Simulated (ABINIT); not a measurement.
Input of an ABINIT 10.8.3 (patched build) run:

run.abi

```
# Datasets: one volume each
ndtset 7
getwfk -1
scalecart1 3*0.9795861087
scalecart2 3*0.9864848297
scalecart3 3*0.9932883884
scalecart4 3*1.0000000000
scalecart5 3*1.0066227096
scalecart6 3*1.0131594038
scalecart7 3*1.0196128224

# Pseudopotentials
pp_dirpath "./"
pseudos "Ga.GGA_PBE-JTH.xml, N.GGA_PBE-JTH.xml"

# Structure
acell 6.0224269985 6.0224269985 6.0224269985
rprim
     0.0000000000     0.7071067812     0.7071067812
     0.7071067812     0.0000000000     0.7071067812
     0.7071067812     0.7071067812     0.0000000000
ntypat 2
znucl 31 7
natom 2
typat 1 2
xred
     0.0000000000     0.0000000000     0.0000000000
     0.2500000000     0.2500000000     0.2500000000

# Plane-wave basis
ecut 25.0
pawecutdg 47.0

# k points
kptopt 1
ngkpt 10 10 10
nshiftk 1
shiftk 0.0 0.0 0.0

# Exchange and correlation
ixc 11

# Bands and occupations
nband 13
occopt 3
tsmear 0.00183747

# SCF cycle
nstep 100
tolvrs 1.0e-9

# Output
iomode 3
prtwf 1
prtden 0
prteig 0
prtebands 0
enunit 2
```

Potentials or basis: JTH PAW PBE v2.0.

Command:

```sh
$ abinit run.abi > log 2>&1
```

Question: What does it give for the pressure derivative of the bulk modulus?

Answer: 4.6.

Question: Predict the bulk modulus.

Answer: 171 GPa.

Question: Estimate the equilibrium volume.

Answer: 11.80 Å³/atom.

Energy against volume, from the lowest point:
```tsv
volume (Å³/atom)	energy (meV/atom)
10.757	58.09
10.986	33.86
11.215	16.65
11.444	5.65
11.673	0.34
11.902	0.00
12.131	4.19
```

Caveat: the cutoff is too short for stress, so the log's stress isn't used; pressures at fixed basis lie under the slope of the energies.
